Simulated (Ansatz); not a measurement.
Input of an Ansatz 0.2.0 run:

File input.yaml:

```yaml
crystal:
  lattice:
    - [4.105182, 0.0, 0.0]
    - [0.0, 4.105182, 0.0]
    - [0.0, 0.0, 2.891313]
  atoms:
    - { symbol: Cu, position: [-0.00397, 0.006161, 0.002412] }
    - { symbol: Al, position: [0.009376, 0.497056, 0.468229] }
    - { symbol: Al, position: [0.506007, -0.009869, 0.497535] }
hamiltonian:
  xc: pbe
  pseudopotentials: { kind: paw }
kpoints:
  mp_grid: { grid: [7, 7, 9] }
scf:
  occupations: { method: fermi_dirac, width: 0.05 }
output:
  forces: true
  stress: true
  eigenvalues: true
```

Potentials or basis: Ansatz PAW.

The run is started by

```console
$ ansatz run input.yaml --threads 2 --pin off --max-ram 5120MiB --backend cpu --events-out ev --progress --plain --runs-dir out
```

Question: Estimate the largest force.

Answer: 0.481 eV/Å.

Question: Estimate the band gap on the k mesh.

Answer: None (metal or under the smearing width).

Stress tensor (GPa, compression positive):
```
0.93 0.07 0.00
0.07 1.37 0.34
0.00 0.34 0.14
```
